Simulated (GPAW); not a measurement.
Set up this calculation in GPAW 26.7.0, as an ASE script.

```yaml
Task: equation of state
Functional: LDA
Potentials_or_basis: the program's PAW data sets (release 1.2.1) made for this functional
Cutoff: 600 eV
Basis: pw
k_mesh: 9 × 9 × 5
Occupations: fermi-dirac, width 0.05 eV
Spin: no spin polarisation
Maxiter: 150
Eos_scales: "[0.94, 0.96, 0.98, 1.0, 1.02, 1.04, 1.06]"
```

Au:

```
CELL_PARAMETERS angstrom
1.41131 -2.55593 0.00000
1.41131 2.55593 0.00000
0.00000 0.00000 4.89317
ATOMIC_POSITIONS crystal
Au 0.33467 0.66533 0.25000
Au 0.66533 0.33467 0.75000
```

This isn't the form of Au at room conditions, which is fcc.

One way to write it, as run:

run.py

```python
from ase import Atoms
from ase.eos import EquationOfState
from ase.io import Trajectory
from ase.units import GPa
from gpaw import GPAW, PW

atoms = Atoms(['Au', 'Au'],
              cell=[[1.411309965, -2.555933025, 0.0],
                    [1.411309965, 2.555933025, 0.0],
                    [0.0, 0.0, 4.89316961]],
              scaled_positions=[[0.33467203, 0.66532797, 0.25],
                                [0.66532797, 0.33467203, 0.75]],
              pbc=True)

traj = Trajectory('eos.traj', 'w')
volumes, energies = [], []
for x in [0.94, 0.96, 0.98, 1.0, 1.02, 1.04, 1.06]:
    a = atoms.copy()
    a.set_cell(atoms.cell * x**(1 / 3), scale_atoms=True)
    calc = GPAW(mode=PW(600),
                xc='LDA',
                kpts={'size': (9, 9, 5), 'gamma': True},
                occupations={'name': 'fermi-dirac', 'width': 0.05},
                nbands=23,
                convergence={'density': 1e-05, 'energy': 1e-05},
                maxiter=150,
                txt=f'eos-{x:.2f}.txt')
    a.calc = calc
    energies.append(a.get_potential_energy(force_consistent=True))
    volumes.append(a.get_volume())
    p = -a.get_stress()[:3].mean() / GPa
    calc.write(f'eos-{x:.2f}.gpw')
    traj.write(a)
    print(f'{x:.2f} {volumes[-1]:10.4f} A^3 {energies[-1]:14.6f} eV {p:9.3f} GPa', flush=True)

v0, e0, B = EquationOfState(volumes, energies, eos='birchmurnaghan').fit()
print(f'V0 = {v0:.4f} A^3, E0 = {e0:.6f} eV, B0 = {B / GPa:.2f} GPa')
```

Potentials or basis: the program's PAW data sets (release 1.2.1) made for this functional, pw.

The run is started by

```sh
$ OMP_NUM_THREADS=1 python run.py
```

It gave:

```yaml
Equilibrium_volume: 16.94 Å³/atom
Bulk_modulus_at_fixed_shape_and_positions: 192 GPa
Pressure_derivative_of_the_bulk_modulus: 5.9
```

Caveat: with this Au data set, volumes or pressures lay over 1.5 % or 2 GPa off other programs in two to four cells of ten; the cell was scaled at fixed shape and fractional positions, which overstates the stiffness of a crystal with free parameters, most of all of layers and chains.

Run time: 5 min on 1 thread of Arm Neoverse V2, with other jobs on the host, peak memory 0.32 GiB.
